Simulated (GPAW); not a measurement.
Runs of GPAW 26.7.0 on CdSe (Cadmoselite). It takes space group P6_3mc (No. 186, hexagonal). Conventional cell: a = 4.300 Å, b = 4.300 Å, c = 6.915 Å, α = 90.00°, β = 90.00°, γ = 120.00°. Cd (site symmetry 3m) is surrounded by 4 Se at 2.61 to 2.66 Å. Around Se (site symmetry 3m) lie 4 Cd at 2.61 to 2.66 Å. 

| task | cell | smearing | response ecut | maxiter | response k mesh | response bands | kernels | gap on the mesh (eV) |
| --- | --- | --- | --- | --- | --- | --- | --- | --- |
| dielectric tensor | P6_3mc, 27.68 Å³/atom | fermi-dirac 0.001 eV | 80 eV | 150 | 8 × 8 × 4 | 58 | ["RPA"] | 0.71 |
| dielectric tensor | P6_3mc, 28.95 Å³/atom | fermi-dirac 0.001 eV | 80 eV | 150 | 8 × 8 × 4 | 58 | ["RPA"] | (a) |
| dielectric tensor | P6_3mc, 27.26 Å³/atom | fermi-dirac 0.001 eV | 80 eV | 150 | 8 × 8 × 4 | 58 | ["RPA"] | 0.72 |
| single point | P6_3mc, 28.1 Å³/atom | fermi-dirac 0.05 eV | - | 120 | - | - | - | 0.70 |

Alike in all rows: level PBE; potentials or basis GPAW PAW data sets (gpaw-data 1.2.1), pw; no spin polarisation; k mesh 6 × 6 × 3; cutoff (eV) 500.

Fill in the values left out.

(a) 0.62.

Caveats: the long-wavelength limit can be off by several per cent where d states take part (some runs); the gap is small at this level, which inflates the dielectric constant (some runs); the cutoff is short for stress and forces, so pressures can be off by a GPa or more (some runs).

A k mesh can miss the band edges, and the runs leave out spin-orbit coupling on Cd, Se.
